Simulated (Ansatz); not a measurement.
The following input was run with Ansatz 0.2.0.

```yaml
crystal:
  lattice:
    - [0.0, 1.8758966512, 1.8758966512]
    - [1.8758966512, 0.0, 1.8758966512]
    - [1.8758966512, 1.8758966512, 0.0]
  atoms:
    - { symbol: Rh, position: [0.0, 0.0, 0.0] }
basis:
  ecutwfc: 420
kpoints:
  mp_grid: { grid: [18, 18, 18] }
hamiltonian:
  xc: pbe
scf:
  occupations: { method: gaussian, width: 0.1 }
output:
  forces: true
  stress: true
  eigenvalues: true
  write_density: true
  write_potential: true
  elf: true
  volumetric_format: npy
```

Command:
```bash
ansatz run input.yaml --threads 1 --pin off --max-ram 2560MiB --backend cpu --events-out ev --progress --plain --runs-dir out
```

The calculation used Ansatz, DFT PBE, scalar-relativistic, plane waves, PAW.

From the run's log, abridged:

```
Pseudopotentials: kind: paw
Pseudopotential: Rh, paw, valence charge 17, recommended cutoff 420 eV (normal)
Functional definition: PBE
Crystal: 1 atom, lattice volume = 13.203 Å³
Basis set: ecut = 420 eV, 259 PW (Γ), exchange–correlation on 36×36×36 points (8 copies of the dense FFT grid, shifted against one another)
Bands: 13, of which v1, the nominal top of the filled ones, is band 9 counted from 1 (8 counted from 0)
Symmetry: 48 space group operations
Space group: Fm-3m (ITA 225), of the structure as read, at distance tolerance 2.4e-5 Å
k-points: 195 of 5832
Initial density: superposition of atomic densities (neutral atoms: chi_scale 0, normalization atom), corrected by the library's trained network
Initial wavefunctions: pseudopotential atomic-orbital guess
Functional: x = pbe(κ = 0.804, μ = 0.21951497), c = pbe(β = 0.06672455)
SCF iter   1: F=—  HF=-6402.845823 eV  |F-HF|=—  |Δ(HF+E_count)|=         —  Δρ=2.99e-3  dr2=3.33e-4  ethr=1.77e-3  ⟨swp⟩=5.0  Hψ=14033  notcnv=0
SCF iter   2: F=—  HF=-6402.846026 eV  |F-HF|=—  |Δ(HF+E_count)|=   2.02e-4  Δρ=1.51e-3  dr2=5.89e-5  ethr=1.96e-6  ⟨swp⟩=2.5  Hψ=5574  notcnv=0
SCF iter   3: F=—  HF=-6402.846085 eV  |F-HF|=—  |Δ(HF+E_count)|=   5.91e-5  Δρ=6.92e-4  dr2=1.29e-5  ethr=3.46e-7  ⟨swp⟩=2.2  Hψ=3525  notcnv=0
SCF iter   4: F=—  HF=-6402.846105 eV  |F-HF|=—  |Δ(HF+E_count)|=   1.99e-5  Δρ=7.00e-5  dr2=1.79e-7  ethr=7.60e-8  ⟨swp⟩=2.3  Hψ=3697  notcnv=0
SCF iter   5: F=-6402.846105 eV  HF=-6402.846105 eV  |F-HF|=3.58e-10  |Δ(HF+E_count)|=   1.11e-7  Δρ=9.08e-6  dr2=2.27e-9  ethr=1.05e-9  ⟨swp⟩=2.4  Hψ=3719  notcnv=0
SCF iter   6: F=-6402.846105 eV  HF=-6402.846105 eV  |F-HF|=7.64e-11  |Δ(HF+E_count)|=  1.67e-10  Δρ=1.82e-6  dr2=1.69e-10  ethr=1.33e-11  ⟨swp⟩=4.9  Hψ=13402  notcnv=0
SCF 1 converged in 6 iterations: F = -6402.846105 eV  dr2 = 1.69e-10
SCF converged after 6 iterations
Free energy (F): -6402.846105 eV
Harris-Foulkes:  -6402.846105 eV  (|F-HF|=7.64e-11)
Internal energy: -6402.839692 eV  (E = F + TS)
E sigma→0 (E₀):  -6402.842898 eV
Entropy (-TS):   -0.006413 eV (-6.413 meV/atom)
Fermi energy:    23.589990 eV
--- Per-component energies (eV) ---
  E_band       = -67.680681
  E_kinetic    = 575.048275
  E_local      = -1513.553337  (includes V_loc(G=0)·N_el)
  E_nonlocal   = 354.510627
  E_hartree    = 533.494148
  E_xc         = -222.637824
  E_vxc        = -279.584619  (∫ρ·V_xc dr)
  E_paw        = -3586.932759  (= ΣΔE_a)
  E_vpaw       = -271.091071  (= ΣTr[D̂ρ^β])
  E_aug_tail   = 0.000824  (compensation charges beyond the density's cutoff)
  E_ewald      = -2542.769646
  E_smearing   = -0.006413  (= −TS)
--- Forces (eV/Å), atoms counted from 1 ---
  atom   1  Rh     0.00000000     0.00000000     0.00000000
--- Stress (GPa, compression-positive) ---
       18.671035       0.000000       0.000000
        0.000000      18.671035       0.000000
        0.000000       0.000000      18.671035
  P = ⅓ Tr σ = 18.6710 GPa (186.710 kbar)
--- Band table (eV; the first three rows and the last of 195) ---
  k-point 0: bands = ["-55.4306", "-22.8425", "-22.8425", "-22.8425", "15.3186", "20.2990", "20.2990", "20.2990", "22.5228", "22.5228", "39.3342", "44.8855", "44.8855"]
  k-point 1: bands = ["-55.4266", "-22.8689", "-22.8461", "-22.8461", "15.4483", "20.2396", "20.3510", "20.3510", "22.4929", "22.4929", "39.5269", "44.2275", "45.0768"]
  k-point 2: bands = ["-55.4149", "-22.9445", "-22.8562", "-22.8562", "15.8195", "20.0919", "20.4869", "20.4869", "22.4283", "22.4283", "40.0481", "42.8336", "45.6362"]
  k-point 194: bands = ["-55.2511", "-23.4387", "-23.3544", "-23.1601", "18.1766", "19.0774", "20.0559", "22.3600", "24.6469", "32.7364", "34.2432", "35.2276", "36.6363"]
```

The calculation finished and met its thresholds.

The run took 3.5 s on 1 thread of Intel(R) Xeon(R) Platinum 8259CL CPU @ 2.50GHz (Skylake/Cascade Lake) (shared host), peak memory 0.43 GiB.